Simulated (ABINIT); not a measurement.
# Pt in ABINIT: the effect of target pressure

The system is Pt.

```xyz
2
Lattice="2.7607 0.0000 0.0000 -1.3803 2.3908 0.0000 0.0000 0.0000 4.7921" Properties=species:S:1:pos:R:3 pbc="T T T"
Pt    0.0000    1.5939    1.1980
Pt    1.3803    0.7969    3.5941
```

This isn't the form of Pt at room conditions, which is fcc.

Alike in all runs:

- Program: ABINIT 10.8.3 (patched build)
- Task: relaxation of cell and atoms
- Functional: PBEsol
- Potentials or basis: JTH PAW PBE v2.0
- Cutoff: 435 eV
- k mesh: 11 × 11 × 6
- Occupations: fermi-dirac, width 0.05 eV
- Spin: no spin polarisation

Each run relaxes the cell or the atoms first.

```tsv
target pressure	relaxed volume (Å³/atom)
0 GPa	15.22
10 GPa	14.74
20 GPa	?
```

Task: What does the run with target pressure 20 GPa give?

Result: Relaxed volume 14.33 Å³/atom.

Caveats: the PAW data sets were made with another functional, which shifts forces and pressure a little.
